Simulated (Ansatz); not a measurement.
# C: holes, doping and thermopower

Plane-wave DFT in Ansatz, PBE, scalar-relativistic PAW potentials, cutoff 420 eV, no spin-orbit coupling; no spin polarisation. C in space group Fd-3m. Boltzmann transport at 300 K in rigid bands with one relaxation time, bands interpolated from the k mesh 12×12×12; values are means over x, y, z.

```tsv
holes (cm⁻³)	size of S (μV/K)	σ/τ (Ω⁻¹ m⁻¹ s⁻¹)
10^18	532.2	5.73e+16
10^19	?	5.72e+17
10^20	152.9	5.69e+18
10^21	40.7	5.39e+19
```

Question: Take the lowest doping as non-degenerate: get the effective density of states and the masses, and predict the missing S.

Answer: For parabolic bands and one τ, |S| = (k_B/e)(5/2 − η) with k_B/e = 86.17 μV/K and n = N e^η. The first row gives η = -3.68, N = 3.95×10¹⁹ cm⁻³ and, from N = 2.509×10¹⁹ cm⁻³ × m_d^(3/2), a density-of-states mass of 1.35 mₑ (all valleys and bands together). σ/τ = ne²/m_c gives a conductivity mass of 0.49 mₑ; m_d is 2.8 times m_c, the sign of several valleys, several bands or anisotropy. A decade of doping costs (k_B/e) ln 10 = 198.4 μV/K, which predicts 334 μV/K; the run gave 335.5. There η is about -1.4, where Fermi statistics begin to count, but their first corrections to η and to the mean carrier energy nearly cancel, so the rule still holds. At 10^21 cm⁻³ the rule would give -63 μV/K against 40.7: the gas is degenerate there. Scattering that depends on energy changes the 5/2, and whether such doping can be reached wasn't computed.

Cost: about 1.1 core-minutes for the runs cited, on Intel Xeon 6975P-C (Granite Rapids) (shared hosts).

The thermopower falls with hole density because the Fermi level moves towards and then into the valence band, which lowers the mean energy carried per hole. The band shape changes little meanwhile: σ/τ stays almost proportional to the density, and its slight shortfall at 10^21 cm⁻³ suggests mild non-parabolicity.

Of the possible reasons for the large ratio of the two masses, several valleys can be ruled out for holes in diamond. The valence-band maximum lies at Γ, where three bonding bands of carbon 2p character meet when spin-orbit coupling is left out. This degeneracy raises the density-of-states mass without raising the conductivity mass, and unequal, warped bands probably supply the rest. Carbon's spin-orbit splitting is small against the thermal energy at room temperature, so the three-band picture should hold for the real crystal. The wide gap also keeps minority electrons from reducing S.

The values describe only the diffusive part of the thermopower; phonon drag, which can be strong in a lattice as stiff as diamond, would add to it.
